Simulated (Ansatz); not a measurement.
Zinc-blende ZnTe, treated with LDA (PAW; Ansatz, a program for electronic structure).

Run with plane-wave cutoff 520 eV, 10×10×10 k mesh, scalar-relativistic PAW data made under PBE.

Cell (relaxed at this level):

```
ZnTe
1.0
    0.00000     2.99729     2.99729
    2.99729     0.00000     2.99729
    2.99729     2.99729     0.00000
Zn Te
1 1
Cartesian
  0.00000   0.00000   0.00000
  4.49594   4.49594   4.49594
```

**Question.** Predict the Young modulus, Voigt–Reuss–Hill bulk modulus, elastic constant C44, elastic constant C12, Poisson ratio and elastic constant C11.

**Answer.** 
- Young modulus: 68.0 GPa
- Voigt–Reuss–Hill bulk modulus: 55.5 GPa
- elastic constant C44: 35.2 GPa
- elastic constant C12: 44.2 GPa
- Poisson ratio: 0.296
- elastic constant C11: 78.1 GPa

Measured, for comparison: elastic constant C44 31.3 GPa, elastic constant C12 40.7 GPa, elastic constant C11 71.1 GPa (temperature not stated, not corrected to a static lattice; as tabulated in Oses et al. (2018), arXiv:1811.08464). Computed (rounded) less measured: elastic constant C44 +12 %, elastic constant C12 +9 %, elastic constant C11 +10 %. A static lattice is as a rule a little smaller and stiffer than an uncorrected measurement, which narrows the difference in the elastic constant C12, elastic constant C11 and would widen misses of the other sign.

Elastic constants are with the ions relaxed.

Spin–orbit coupling is not included.

The result took about 9 core-minutes (a rough figure).
